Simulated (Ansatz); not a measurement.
# ZnS (Wurtzite-2H) (P6_3mc) in Ansatz: further runs

The runs below take ZnS (Wurtzite-2H) through phonons, single point, equation of state, with PBEsol, r2SCAN+D4.

All numbers are computed with Ansatz 0.2.0; they aren't measurements. Logs are shortened: lines on timing, memory, paths and dates and some standing lists are left out, and cuts for length are marked.

**Measured values to compare with.**

A printed reference work, monograph reports, for a bulk crystal of ZnS at 4 K: band gap 3.911 eV (direct).

The results are compared with them further down.

**1. Starting point**

It takes space group P6_3mc (No. 186, hexagonal). Conventional cell: a = 3.811 Å, b = 3.811 Å, c = 6.234 Å, α = 90.00°, β = 90.00°, γ = 120.00°. Zn (site symmetry 3m) is surrounded by 4 S at 2.31 to 2.40 Å. S (site symmetry 3m) has 4 Zn at 2.31 to 2.40 Å as nearest neighbours.

**2. Phonons, PBEsol**

Input file input.yaml:

```yaml
crystal:
  lattice:
    - [3.811, 0.0, 0.0]
    - [-1.9055, 3.3004228138, 0.0]
    - [0.0, 0.0, 6.234]
  atoms:
    - { symbol: Zn, position: [0.6666666667, 0.3333333333, 0.5] }
    - { symbol: Zn, position: [0.3333333333, 0.6666666667, 0.0] }
    - { symbol: S, position: [0.6666666667, 0.3333333333, 0.885] }
    - { symbol: S, position: [0.3333333333, 0.6666666667, 0.385] }
hamiltonian:
  xc: pbesol
  pseudopotentials: { kind: paw }
kpoints:
  mp_grid: { grid: [7, 7, 4] }
scf:
  occupations: { method: fixed }
phonons:
  method: dfpt
  dielectric: true
  rigid_motions: translations
```

Potentials or basis: Ansatz PAW.

The run is started by

```bash
ansatz run input.yaml --threads 2 --pin off --max-ram 5120MiB --backend cpu --events-out ev --progress --plain --runs-dir out
```

Standard output:

```text
Warning: RAYON_NUM_THREADS=2 ignored (pool sized by the plan → 2); use --threads N
Engine: ansatz 0.2.0, x86_64-unknown-linux-gnu
Pseudopotentials: kind: paw
Pseudopotential: Zn, paw, valence charge 12, recommended cutoff 420 eV (normal), Zn.paw.azcp
Pseudopotential: S, paw, valence charge 6, recommended cutoff 420 eV (normal), S.paw.azcp
Functional definition: PBEsol
  exchange = pbesol_x
  correlation = pbesol_c
Crystal: 4 atoms, lattice volume = 78.411 Å³
Basis set: ecut = 420 eV, 1521 PW (Γ), exchange–correlation on 54×54×96 points (8 copies of the dense FFT grid, shifted against one another)
Bands: 22, of which v1, the nominal top of the filled ones, is band 18 counted from 1 (17 counted from 0)
Symmetry: 12 space group operations
k-points: 60 of 196 (irreducible under 2 space group operations, time reversal used)
Non-local potential: Zn, projectors of the file, l = 0: 2, l = 1: 2, l = 2: 3, l = 3: 1
Non-local potential: S, projectors of the file, l = 0: 2, l = 1: 2, l = 2: 2
PAW form: soft (Blöchl's): semilocal exchange-correlation on the pseudo side does not see the compensation charge
PAW frozen core: Zn, regenerated for the run's functional, and the local potential with it (the file was generated under x = pbe(κ = 0.804, μ = 0.2195149727645171), c = pbe(β = 0.06672455060314922))
PAW frozen core: S, regenerated for the run's functional, and the local potential with it (the file was generated under x = pbe(κ = 0.804, μ = 0.2195149727645171), c = pbe(β = 0.06672455060314922))
PAW one-centre angular grid: Zn, 590 points (default); XC on 64 Gauss nodes
PAW one-centre angular grid: S, 110 points (default); XC on 64 Gauss nodes
Initial density: superposition of atomic densities (neutral atoms: chi_scale 0, normalization atom), corrected by the library's trained network
Initial wavefunctions: pseudopotential atomic-orbital guess
Functional: x = pbesol(κ = 0.804, μ = 0.12345679012345678), c = pbesol(β = 0.046)
SCF iter   1: F=—  HF=-8334.850047 eV  |F-HF|=—  |Δ(HF+E_count)|=         —  Δρ=5.35e-3  dr2=2.56e-2  ethr=1.77e-3  ⟨swp⟩=5.2  Hψ=5653  notcnv=0  defer=120
preconditioner: auto → Resta (q_TF=auto, 2.396 Å⁻¹)  ε∞=6.7  [insulator: Δε(μ)=2.059 eV  Ē_g=10.560 eV  n_scr=22 (ndim 8)  ℏωp=25.2 eV  f_vac=0.041  ε∞_Penn≈6.7]
SCF iter   2: F=—  HF=-8334.843457 eV  |F-HF|=—  |Δ(HF+E_count)|=   6.59e-3  Δρ=1.99e-3  dr2=5.36e-3  ethr=7.12e-5  ⟨swp⟩=2.6  Hψ=2866  notcnv=0  defer=120
SCF iter   3: F=—  HF=-8334.842478 eV  |F-HF|=—  |Δ(HF+E_count)|=   9.80e-4  Δρ=1.51e-3  dr2=1.20e-3  ethr=1.49e-5  ⟨swp⟩=2.0  Hψ=2436  notcnv=0  defer=120
SCF iter   4: F=—  HF=-8334.842012 eV  |F-HF|=—  |Δ(HF+E_count)|=   4.65e-4  Δρ=3.86e-4  dr2=1.19e-4  ethr=3.33e-6  ⟨swp⟩=2.0  Hψ=2394  notcnv=0  defer=120
SCF iter   5: F=—  HF=-8334.842070 eV  |F-HF|=—  |Δ(HF+E_count)|=   5.79e-5  Δρ=8.31e-5  dr2=8.85e-6  ethr=3.29e-7  ⟨swp⟩=3.0  Hψ=2523  notcnv=0  defer=14
SCF iter   6: F=—  HF=-8334.842078 eV  |F-HF|=—  |Δ(HF+E_count)|=   7.73e-6  Δρ=4.09e-5  dr2=1.13e-6  ethr=2.46e-8  ⟨swp⟩=2.0  Hψ=2400  notcnv=0
SCF iter   7: F=—  HF=-8334.842080 eV  |F-HF|=—  |Δ(HF+E_count)|=   2.24e-6  Δρ=7.17e-6  dr2=5.09e-8  ethr=3.14e-9  ⟨swp⟩=2.0  Hψ=2309  notcnv=0
SCF iter   8: F=—  HF=-8334.842080 eV  |F-HF|=—  |Δ(HF+E_count)|=   8.55e-8  Δρ=1.49e-6  dr2=1.67e-9  ethr=1.41e-10  ⟨swp⟩=2.0  Hψ=2400  notcnv=0
SCF iter   9: F=—  HF=-8334.842080 eV  |F-HF|=—  |Δ(HF+E_count)|=   2.15e-9  Δρ=5.63e-7  dr2=2.74e-10  ethr=4.64e-12  ⟨swp⟩=2.0  Hψ=2321  notcnv=0
SCF iter  10: F=-8334.842080 eV  HF=-8334.842080 eV  |F-HF|=3.64e-12  |Δ(HF+E_count)|=  1.35e-10  Δρ=9.99e-8  dr2=5.65e-12  ethr=1.00e-12  ⟨swp⟩=7.5  Hψ=7611  notcnv=0
SCF 1 converged in 10 iterations: F = -8334.842080 eV  dr2 = 5.65e-12
NSCF: frozen V_eff on 6 k-points
DFPT response loops at Γ: preconditioner auto → Resta (q_TF=auto, 2.396 Å⁻¹)  ε∞=5.3 (no band partly filled); β = 1.00, the filter's whole step (`scf.mixing.beta` (0.50) is not read by the response loops at its default; to damp them type it under 1.00, their step now; it binds the ground state too); Broyden in place of MSR1
── the response to a field inside a basis, on 10×10×6 k-points: an SCF that follows is theirs, and a resumed run solves both again ──
Bands: 19, of which v1, the nominal top of the filled ones, is band 18 counted from 1 (17 counted from 0)
k-points: 90 of 600 (irreducible under 4 space group operations, time reversal used)
Initial density: handed on by an earlier stage of this run
Initial wavefunctions: pseudopotential atomic-orbital guess (no wavefunctions were taken with the density)
Eigensolver: Dense (90 Hₖ)
SCF iter   1: F=—  HF=-8334.838896 eV  |F-HF|=—  |Δ(HF+E_count)|=         —  Δρ=1.94e-4  dr2=1.09e-5  ethr=1.00e-1
preconditioner: auto → Resta (q_TF=auto, 2.396 Å⁻¹)  ε∞=8.0  [insulator: Δε(μ)=2.481 eV  Ē_g=9.521 eV  n_scr=22 (ndim 8)  ℏωp=25.2 eV  f_vac=0.035  ε∞_Penn≈8.0]
SCF iter   2: F=—  HF=-8334.838896 eV  |F-HF|=—  |Δ(HF+E_count)|=   1.78e-8  Δρ=2.30e-4  dr2=2.05e-5  ethr=3.04e-8
[... 40 lines left out ...]
        0.000000     6.006061    -0.000000
       -0.000000    -0.000000     6.075510
  ε⁰ (static dielectric tensor: ions relaxed, cell fixed):
        8.556264    -0.000000    -0.000000
       -0.000000     8.556264     0.000000
       -0.000000     0.000000    10.690890
  ε⁰ − ε∞ (ionic part):
        2.550203    -0.000000    -0.000000
       -0.000000     2.550203     0.000000
       -0.000000     0.000000     4.615380
  softest optical mode at Γ: 75.71 cm⁻¹; the repairs (sum rule, projections) moved no ω² at Γ by more than (2.28 cm⁻¹)²
  Born effective charges Z* (e; rows j = field, columns β = displacement):
    site 0:
         1.91839   -0.00000    0.00000
         0.00000    1.91839   -0.00000
         0.00000   -0.00000    2.03117
    site 1:
         1.91839    0.00000   -0.00000
         0.00000    1.91839    0.00000
         0.00000    0.00000    2.03117
    site 2:
        -1.91839   -0.00000    0.00000
        -0.00000   -1.91839    0.00000
        -0.00000   -0.00000   -2.03117
    site 3:
        -1.91839    0.00000   -0.00000
        -0.00000   -1.91839   -0.00000
         0.00000    0.00000   -2.03117
  Z* charge neutrality: 2.668e-3 e pre-enforcement
  solved inside a basis spanned on kpoints, on 10×10×6 k-points, its susceptibility summed on 14×14×8: ε∞ is read to err by 1.9e-2, Z* by 1.4e-2 e (field_mesh: kpoints solves on kpoints); Z* is corrected for what the basis lacks
  optical modes at Γ without the LO–TO term, one row a degenerate level:
      ω (cm⁻¹)  modes    IR ((D/Å)²/amu)
         75.71      2             0.0000
        175.61      1             0.0000
        228.37      1             8.8494
        290.17      2            15.7879
        293.81      2             0.0000
        304.06      1             0.0000
  optical modes at Γ + LO–TO along q̂ = [1.0000, 0.0000, 0.0000]:
      ω (cm⁻¹)  modes    IR ((D/Å)²/amu)
         75.71      2             0.0000
        175.61      1             0.0000
        228.37      1             8.8494
        290.17      1             7.8939
        293.81      2             0.0000
        304.06      1             0.0000
        346.34      1             7.8939
  optical modes at Γ + LO–TO along q̂ = [0.0000, 1.0000, 0.0000]:
      ω (cm⁻¹)  modes    IR ((D/Å)²/amu)
         75.71      2             0.0000
        175.61      1             0.0000
        228.37      1             8.8494
        290.17      1             7.8939
        293.81      2             0.0000
        304.06      1             0.0000
        346.34      1             7.8939
  optical modes at Γ + LO–TO along q̂ = [0.0000, 0.0000, 1.0000]:
      ω (cm⁻¹)  modes    IR ((D/Å)²/amu)
         75.71      2             0.0000
        175.61      1             0.0000
        290.17      2            15.7879
        293.81      2             0.0000
        302.94      1             8.8494
        304.06      1             0.0000
```

Run time: 3.3 min. Hardware: 2 threads of Intel Xeon at 2.50GHz (Skylake/Cascade Lake), shared host; peak memory 0.88 GiB.

What came out:

```yaml
Free_energy: -8334.8421 eV
Band_gap_on_the_k_mesh: 2.11 eV, direct
Electronic_dielectric_tensor_diagonal: 6.01, 6.01, 6.08
Born_charges_mean_of_the_diagonal: Zn +1.96; S -1.96 e
Highest_phonon_frequency_at_Γ_LO-TO_splitting_left_out: 304 cm⁻¹
Static_dielectric_tensor_diagonal: 8.56, 8.56, 10.69
```

Levels at points of the mesh, in eV from the valence-band top:
```csv
k point,band 16,band 17,band 18,band 19,band 20,band 21
"(0.00, 0.00, 0.00)",-0.01,-0.01,0.00,2.11,2.87,6.18
"(0.00, 0.00, -0.50)",-0.46,-0.46,-0.46,3.39,3.39,6.61
```

Phonon frequencies in cm⁻¹ (negative: imaginary):
```tsv
q point	frequencies
(0.000, 0.000, 0.000)	0 0 0 76 76 176 228 290 290 294 294 304
```

Electronic dielectric tensor:
```
6.01 0.00 0.00
0.00 6.01 0.00
0.00 0.00 6.08
```

Born effective charge tensors (e):
atom 1, Zn
```
1.92 0.00 0.00
0.00 1.92 0.00
0.00 0.00 2.03
```
atom 2, Zn
```
1.92 0.00 0.00
0.00 1.92 0.00
0.00 0.00 2.03
```
atom 3, S
```
-1.92  0.00  0.00
 0.00 -1.92  0.00
 0.00  0.00 -2.03
```
atom 4, S
```
-1.92  0.00  0.00
 0.00 -1.92  0.00
 0.00  0.00 -2.03
```

Static dielectric tensor, electrons and zone-centre modes:
```
 8.56  0.00  0.00
 0.00  8.56  0.00
 0.00  0.00 10.69
```

Caveat: odd divisions of the mesh miss points on the zone boundary, where band edges often lie, so the gap on the mesh can be too wide; the PAW data sets come from PBE, with cores solved anew for the run's functional, which leaves a small shift of forces and pressure.

**3. Single point, r2SCAN+D4, 18.43 Å³/atom (volume scaled by 0.94)**

Input file input.yaml:

```yaml
crystal:
  lattice:
    - [3.7332026603, 0.0, 0.0]
    - [-1.8666013302, 3.2330483413, 0.0]
    - [0.0, 0.0, 6.1067398017]
  atoms:
    - { symbol: Zn, position: [0.6666666667, 0.3333333333, 0.5] }
    - { symbol: Zn, position: [0.3333333333, 0.6666666667, 0.0] }
    - { symbol: S, position: [0.6666666667, 0.3333333333, 0.885] }
    - { symbol: S, position: [0.3333333333, 0.6666666667, 0.385] }
hamiltonian:
  xc: r2scan
  pseudopotentials: { kind: paw }
  dispersion: d4
kpoints:
  mp_grid: { grid: [8, 8, 5] }
scf:
  occupations: { method: fermi_dirac, width: 0.05 }
output:
  forces: true
  stress: true
  eigenvalues: true
  write_density: true
  write_potential: true
  elf: true
  volumetric_format: npy
```

Potentials or basis: Ansatz PAW.

The run is started by

```bash
ansatz run input.yaml --threads 2 --pin off --max-ram 5120MiB --backend cpu --events-out ev --progress --plain --runs-dir out
```

Wall time 16 s (2 threads of Intel Xeon at 2.50GHz (Skylake/Cascade Lake), shared host); peak memory 0.51 GiB.

The run converged. Its results:

```yaml
Free_energy: -8467.2798 eV
Pressure: 4.7 GPa
Largest_force: 0.398 eV/Å
Band_gap_on_the_k_mesh: 3.12 eV, direct
```

Caveat: odd divisions of the mesh miss points on the zone boundary, where band edges often lie, so the gap on the mesh can be too wide; the PAW data sets come from PBE, with cores solved anew for the run's functional, which leaves a small shift of forces and pressure.

**4. Single point, r2SCAN+D4, 18.82 Å³/atom (volume scaled by 0.96)**

Edit input.yaml of step 3 so:

```diff
@@ -2,5 +2,5 @@
   lattice:
-    - [3.7332026603, 0.0, 0.0]
-    - [-1.8666013302, 3.2330483413, 0.0]
-    - [0.0, 0.0, 6.1067398017]
+    - [3.7594936861, 0.0, 0.0]
+    - [-1.8797468431, 3.2558170375, 0.0]
+    - [0.0, 0.0, 6.1497464286]
   atoms:
@@ -22,5 +22 @@
   eigenvalues: true
-  write_density: true
-  write_potential: true
-  elf: true
-  volumetric_format: npy
```

The run is started by

```bash
ansatz run input.yaml --threads 2 --pin off --max-ram 5120MiB --backend cpu --events-out ev --progress --plain --runs-dir out
```

Run time: 13 s. Hardware: 2 threads of Intel Xeon at 2.50GHz (Skylake/Cascade Lake), shared host; peak memory 0.52 GiB.

It converged, with:

```
Free energy            : -8467.3155 eV
Pressure               : 2.7 GPa
Largest force          : 0.369 eV/Å
Band gap on the k mesh : 3.02 eV, direct
```

Caveat: odd divisions of the mesh miss points on the zone boundary, where band edges often lie, so the gap on the mesh can be too wide; the PAW data sets come from PBE, with cores solved anew for the run's functional, which leaves a small shift of forces and pressure.

**5. Single point, r2SCAN+D4, 19.21 Å³/atom (volume scaled by 0.98)**

Edit input.yaml of step 4 so:

```diff
@@ -2,5 +2,5 @@
   lattice:
-    - [3.7594936861, 0.0, 0.0]
-    - [-1.8797468431, 3.2558170375, 0.0]
-    - [0.0, 0.0, 6.1497464286]
+    - [3.7854220481, 0.0, 0.0]
+    - [-1.8927110241, 3.2782716577, 0.0]
+    - [0.0, 0.0, 6.1921598132]
   atoms:
```

The run is started by

```bash
ansatz run input.yaml --threads 2 --pin off --max-ram 5120MiB --backend cpu --events-out ev --progress --plain --runs-dir out
```

Run time: 12 s. Hardware: 2 threads of Intel Xeon at 2.50GHz (Skylake/Cascade Lake), shared host; peak memory 0.53 GiB.

It converged, with:

- Free energy: -8467.3325 eV
- Pressure: 0.9 GPa
- Largest force: 0.342 eV/Å
- Band gap on the k mesh: 2.92 eV, direct

Caveat: odd divisions of the mesh miss points on the zone boundary, where band edges often lie, so the gap on the mesh can be too wide; the PAW data sets come from PBE, with cores solved anew for the run's functional, which leaves a small shift of forces and pressure.

**6. Single point, r2SCAN+D4, 19.60 Å³/atom**

Edit input.yaml of step 5 so:

```diff
@@ -2,5 +2,5 @@
   lattice:
-    - [3.7854220481, 0.0, 0.0]
-    - [-1.8927110241, 3.2782716577, 0.0]
-    - [0.0, 0.0, 6.1921598132]
+    - [3.811, 0.0, 0.0]
+    - [-1.9055, 3.3004228138, 0.0]
+    - [0.0, 0.0, 6.234]
   atoms:
@@ -22 +22,5 @@
   eigenvalues: true
+  write_density: true
+  write_potential: true
+  elf: true
+  volumetric_format: npy
```

Potentials or basis: Ansatz PAW.

The run is started by

```bash
ansatz run input.yaml --threads 2 --pin off --max-ram 5120MiB --backend cpu --events-out ev --progress --plain --runs-dir out
```

It took 16 s on 2 threads of Intel Xeon at 2.50GHz (Skylake/Cascade Lake), shared host; peak memory 0.53 GiB.

It converged, with:

* Free energy: -8467.3328 eV
* Pressure: -0.8 GPa
* Largest force: 0.316 eV/Å
* Band gap on the k mesh: 2.82 eV, direct

Caveat: odd divisions of the mesh miss points on the zone boundary, where band edges often lie, so the gap on the mesh can be too wide; the PAW data sets come from PBE, with cores solved anew for the run's functional, which leaves a small shift of forces and pressure.

**7. Single point, r2SCAN+D4, 19.99 Å³/atom (volume scaled by 1.02)**

Edit input.yaml of step 6 so:

```diff
@@ -2,5 +2,5 @@
   lattice:
-    - [3.811, 0.0, 0.0]
-    - [-1.9055, 3.3004228138, 0.0]
-    - [0.0, 0.0, 6.234]
+    - [3.8362391461, 0.0, 0.0]
+    - [-1.9181195731, 3.3222805555, 0.0]
+    - [0.0, 0.0, 6.2752859714]
   atoms:
```

The run is started by

```bash
ansatz run input.yaml --threads 2 --pin off --max-ram 5120MiB --backend cpu --events-out ev --progress --plain --runs-dir out
```

It took 15 s on 2 threads of Intel Xeon at 2.50GHz (Skylake/Cascade Lake), shared host; peak memory 0.54 GiB.

The run converged. Its results:

| Quantity | Value |
| --- | --- |
| Free energy | -8467.3180 eV |
| Pressure | -2.2 GPa |
| Largest force | 0.293 eV/Å |
| Band gap on the k mesh | 2.72 eV, direct |

Caveat: odd divisions of the mesh miss points on the zone boundary, where band edges often lie, so the gap on the mesh can be too wide; the PAW data sets come from PBE, with cores solved anew for the run's functional, which leaves a small shift of forces and pressure.

**8. Single point, r2SCAN+D4, 20.39 Å³/atom (volume scaled by 1.04)**

Edit input.yaml of step 7 so:

```diff
@@ -2,5 +2,5 @@
   lattice:
-    - [3.8362391461, 0.0, 0.0]
-    - [-1.9181195731, 3.3222805555, 0.0]
-    - [0.0, 0.0, 6.2752859714]
+    - [3.861150488, 0.0, 0.0]
+    - [-1.930575244, 3.3438544104, 0.0]
+    - [0.0, 0.0, 6.3160357234]
   atoms:
@@ -22,5 +22 @@
   eigenvalues: true
-  write_density: true
-  write_potential: true
-  elf: true
-  volumetric_format: npy
```

The run is started by

```bash
ansatz run input.yaml --threads 2 --pin off --max-ram 5120MiB --backend cpu --events-out ev --progress --plain --runs-dir out
```

Run time: 13 s. Hardware: 2 threads of Intel Xeon at 2.50GHz (Skylake/Cascade Lake), shared host; peak memory 0.53 GiB.

Results (log left out):

```
Free energy            : -8467.2896 eV
Pressure               : -3.5 GPa
Largest force          : 0.270 eV/Å
Band gap on the k mesh : 2.62 eV, direct
```

Caveat: odd divisions of the mesh miss points on the zone boundary, where band edges often lie, so the gap on the mesh can be too wide; the PAW data sets come from PBE, with cores solved anew for the run's functional, which leaves a small shift of forces and pressure.

**9. Single point, r2SCAN+D4, 20.78 Å³/atom (volume scaled by 1.06)**

Edit input.yaml of step 8 so:

```diff
@@ -2,5 +2,5 @@
   lattice:
-    - [3.861150488, 0.0, 0.0]
-    - [-1.930575244, 3.3438544104, 0.0]
-    - [0.0, 0.0, 6.3160357234]
+    - [3.8857444663, 0.0, 0.0]
+    - [-1.9428722331, 3.3651534204, 0.0]
+    - [0.0, 0.0, 6.356266335]
   atoms:
```

Potentials or basis: Ansatz PAW.

The run is started by

```bash
ansatz run input.yaml --threads 2 --pin off --max-ram 5120MiB --backend cpu --events-out ev --progress --plain --runs-dir out
```

Run time: 13 s. Hardware: 2 threads of Intel Xeon at 2.50GHz (Skylake/Cascade Lake), shared host; peak memory 0.53 GiB.

The run converged. Its results:

```yaml
Free_energy: -8467.2491 eV
Pressure: -4.7 GPa
Largest_force: 0.250 eV/Å
Band_gap_on_the_k_mesh: 2.53 eV, direct
```

Caveat: odd divisions of the mesh miss points on the zone boundary, where band edges often lie, so the gap on the mesh can be too wide; the PAW data sets come from PBE, with cores solved anew for the run's functional, which leaves a small shift of forces and pressure.

**10. Equation of state, r2SCAN+D4**

Potentials or basis: Ansatz PAW.

This step only gathers the single runs of the series.

Results:

```
Equilibrium volume                        : 19.41 Å³/atom
Bulk modulus at fixed shape and positions : 80 GPa
Pressure derivative of the bulk modulus   : 4.3
```

Energy against volume, from the lowest point:
| volume (Å³/atom) | energy (meV/atom) |
| --- | --- |
| 18.427 | 13.26 |
| 18.819 | 4.32 |
| 19.211 | 0.06 |
| 19.603 | 0.00 |
| 19.995 | 3.71 |
| 20.387 | 10.80 |
| 20.779 | 20.93 |

Caveat: the cell was scaled at fixed shape and fractional positions, which overstates the stiffness of a crystal with free parameters, most of all of layers and chains; the PAW data sets were made with another functional, which shifts forces and pressure a little.

**11. Against experiment**

Step 2. A measured gap of ZnS is 3.911 eV (direct; 4 K; a printed reference work, monograph); the calculated 2.11 eV misses it by -1.80 eV. The value is that of PBEsol, without temperature or zero-point motion. Semilocal functionals fall short of measured gaps as a rule.
